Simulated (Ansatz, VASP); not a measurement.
# Mg: VASP beside Ansatz

```
Mg
1.0
     0.00000    2.35077    2.35077
     2.35077    0.00000    2.35077
     2.35077    2.35077    0.00000
Mg
1
Direct
  0.00000 0.00000 0.00000
```

Alike in both runs: task single point; functional PBE; k mesh 16 × 16 × 16; occupations gaussian, width 0.1 eV; no spin polarisation.

```csv
,VASP,Ansatz
version,VASP 6.6.1,Ansatz 0.2.0
potentials or method,"VASP PAW PBE potentials, release 64 (Mg)","scalar-relativistic, plane waves, PAW"
plane-wave cutoff (eV),520,420
valence electrons in the cell,2,10
```

```csv
,VASP,Ansatz,Ansatz less VASP
gap on the k mesh at the Fermi level (eV),none,none,-
pressure (GPa),-3.4,-3.3,+0.11
```

A gap of «none» marks a metal or a gap that the smearing closes. The functional is the same, so the differences come from potentials, cutoffs and numerics. The two sets of potentials don't hold the same shells in valence.
